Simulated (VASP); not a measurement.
# ZnCu: equation of state with PBE

The system is ZnCu.

```
Zn Cu
1.0
     2.94500    0.00000    0.00000
     0.00000    2.94500    0.00000
     0.00000    0.00000    2.94500
Zn Cu
1 1
Cartesian
  1.4725 1.4725 1.4725
  0.0000 0.0000 0.0000
```

| Item | Value |
| --- | --- |
| Program | VASP 6.6.1 |
| Task | equation of state |
| Functional | PBE |
| Potentials or basis | VASP PAW PBE potentials, release 64 (Zn, Cu) |
| Cutoff | 520 eV |
| k mesh | 9 × 9 × 9 |
| Occupations | fermi-dirac, width 0.05 eV |
| Spin | no spin polarisation |
| Further INCAR settings | ALGO = Normal; EDIFF = 1e-07; NBANDS = 18 |

| Property | Result |
| --- | --- |
| Equilibrium volume | 13.11 Å³/atom |
| Bulk modulus | 112 GPa |
| Pressure derivative of the bulk modulus | 5.0 |

Energy against volume, from the lowest point:
```tsv
volume (Å³/atom)	energy (meV/atom)
12.005	38.85
12.260	21.96
12.516	10.22
12.771	3.08
13.026	0.00
13.282	0.55
13.537	4.33
```

All runs of the series together: 2.7 min on 1 thread of AMD EPYC 7R43 64-Core Processor (Zen 3), with other jobs on the host.

PBE usually gives volumes a little too large and moduli too small. Zero-point motion and thermal expansion aren't in these numbers.
